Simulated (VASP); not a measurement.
## VASP 6.6.1 run: HfO2

INCAR

```
ALGO = All
IBRION = -1
SIGMA = 0.02
ISIF = 2
LREAL = .FALSE.
LASPH = .TRUE.
NBANDS = 35
NSW = 0
LCHARG = .FALSE.
LWAVE = .FALSE.
MAGMOM = 0.5 0.5 0.5
NELM = 120
ISMEAR = -1
ENCUT = 520
PREC = Accurate
ISPIN = 2
GGA = PE
EDIFF = 1E-7
```

KPOINTS

```
KPOINTS created by Atomic Simulation Environment
0
Gamma
8 8 8
0 0 0
```

POSCAR

```
Hf O
 1.0000000000000000
     0.0377455698000000    2.5416360659000001    2.5416360659000001
     2.5416360659000001    0.0377455698000000    2.5416360659000001
     2.5416360659000001    2.5416360659000001    0.0377455698000000
 Hf  O
   1   2
Cartesian
 -0.0000000000000000 -0.0000000000000000  0.0000000000000000
  1.2750541793330779  1.2750541793330779  1.2750541793330779
  3.8459635222669211  3.8459635222669211  3.8459635222669215
```

The recommended PBE PAW datasets give the neutral cell 22 valence electrons.

Command

```
mpirun -np 1 vasp_std
```

Problem. How does this run end, and what does it give?

Solution. It converged. Results: pressure 4.3 GPa; magnetic moment of the cell 0.00 μB.

OSZICAR

```
N       E                     dE             d eps       ncg     rms           ort
DAV:   1     0.980716171195E+02    0.98072E+02   -0.14953E+04  2275   0.716E+02
DAV:   2    -0.318706841965E+02   -0.12994E+03   -0.12380E+03  2275   0.202E+02
DAV:   3    -0.357378964137E+02   -0.38672E+01   -0.38448E+01  2275   0.283E+01
DAV:   4    -0.357481033994E+02   -0.10207E-01   -0.10206E-01  2275   0.151E+00
DAV:   5    -0.357481293236E+02   -0.25924E-04   -0.25924E-04  2275   0.721E-02
SDA:   6    -0.202231252781E+02    0.15525E+02   -0.25924E-04  2275   0.296E+02   0.000E+00
CGA:   7    -0.295683189315E+02   -0.93452E+01   -0.10144E+02  2275   0.189E+01  -0.550E+01
CGA:   8    -0.302228311582E+02   -0.65451E+00   -0.65574E+00  2275   0.252E-01  -0.302E-02
CGA:   9    -0.302346430511E+02   -0.11812E-01   -0.11822E-01  2275   0.185E-02  -0.545E-04
CGA:  10    -0.302356046555E+02   -0.96160E-03   -0.96134E-03  2275   0.569E-03   0.109E-05
CGA:  11    -0.302359380804E+02   -0.33342E-03   -0.33532E-03  2275   0.165E-03  -0.631E-05
CGA:  12    -0.302360244417E+02   -0.86361E-04   -0.85787E-04  2275   0.861E-05   0.274E-05
CGA:  13    -0.302360290684E+02   -0.46267E-05   -0.46641E-05  2275   0.986E-06  -0.190E-06
CGA:  14    -0.302360295379E+02   -0.46945E-06   -0.49351E-06  2275   0.233E-06  -0.155E-06
SDA:  15    -0.302360296329E+02   -0.94996E-07   -0.13223E-06  2275   0.139E-06  -0.123E-06
   1 F= -.30236030E+02 E0= -.30236030E+02  d E =-.104751E-14  mag=     0.0000
```

For comparison, a separate PBE run of the intended cell, on usual settings and not on those above, gives a gap of 3.84 eV on its mesh and a pressure of 4.3 GPa.
